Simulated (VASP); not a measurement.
Input of a VASP 6.6.1 run:

INCAR

```
SYSTEM = BN
PREC = Accurate
ENCUT = 600
EDIFF = 1E-7
ISMEAR = 0
SIGMA = 0.03
LREAL = .FALSE.
LASPH = .TRUE.
NELM = 80
ALGO = Normal
ISIF = 4
LWAVE = .FALSE.
LCHARG = .FALSE.
GGA = PS
IBRION = 2
NSW = 40
EDIFFG = -0.01
```

File KPOINTS:

```
Automatic mesh
0
G
  12 12 4
  0 0 0
```

POSCAR

```
BN                                      
1.0
    2.5215358255      0.0000000000      0.0000000000
   -1.2607679128      2.1837140814      0.0000000000
    0.0000000000      0.0000000000      6.9165706592
  B               N             
     2     2
Direct
     0.3333333332999970    0.6666666667000030    0.2500000000000000
     0.6666666667000030    0.3333333332999970    0.7500000000000000
     0.3333333332999970    0.6666666667000030    0.7500000000000000
     0.6666666667000030    0.3333333332999970    0.2500000000000000
```

Potentials or basis: VASP PAW PBE potentials, release 64 (B, N).

Launch:

```console
$ cat potpaw_PBE.64/B/POTCAR potpaw_PBE.64/N/POTCAR > POTCAR
$ mpirun -np 1 vasp_std > vasp.out
```

Q: Predict the band gap on the k mesh.

A: 4.25 eV, indirect (least direct gap 4.59 eV).

Q: What does it give for the energy gained by relaxing?

A: 2.5 meV/atom.

Stress tensor (GPa, compression positive):
```
-0.35  0.00  0.00
 0.00 -0.35  0.00
 0.00  0.00 -0.20
```

Caveat: the PAW data sets were made with another functional, which shifts forces and pressure a little; this functional lacks dispersion, which binds the layers, so the pressure and a relaxed spacing across them are unreliable. A k mesh can miss the band edges.
